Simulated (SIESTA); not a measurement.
The system is SnTe.

```
Te Sn
1.0
     0.00000    3.15085    3.15085
     3.15085    0.00000    3.15085
     3.15085    3.15085    0.00000
Te Sn
1 1
Cartesian
  3.1509 3.1509 3.1509
  0.0000 0.0000 0.0000
```

Program: SIESTA 5.4.2. Alike in all runs: no spin polarisation; cell as given; k mesh 7 × 7 × 7; smearing fermi-dirac 0.05 eV; grid cutoff 500 Ry; energy shift 0.003 Ry.

Task: Order these runs on this cell by their pressure, lowest first.
A. level RPBE; potentials or basis PseudoDojo 0.4 standard (PBE files), DZP (energy shift 0.003 Ry; two zetas on semicore shells)
B. level PBE; potentials or basis PseudoDojo 0.4 standard (PBE files), SZ (energy shift 0.003 Ry)
C. level PBE; potentials or basis PseudoDojo 0.4 standard (PBE files), TZDP (energy shift 0.003 Ry; two zetas on semicore shells)
D. level AM05; potentials or basis PseudoDojo 0.4 standard (PBEsol files), DZP (energy shift 0.003 Ry; two zetas on semicore shells)

Result: D (0.6 GPa), C (2.7 GPa), A (4.3 GPa), B (7.6 GPa).

Caveats: the basis of atomic orbitals isn't converged, which shifts pressures, moduli and gaps; the potentials were made for another functional, which shifts forces and pressure (some runs); the basis has no polarisation orbitals (some runs).
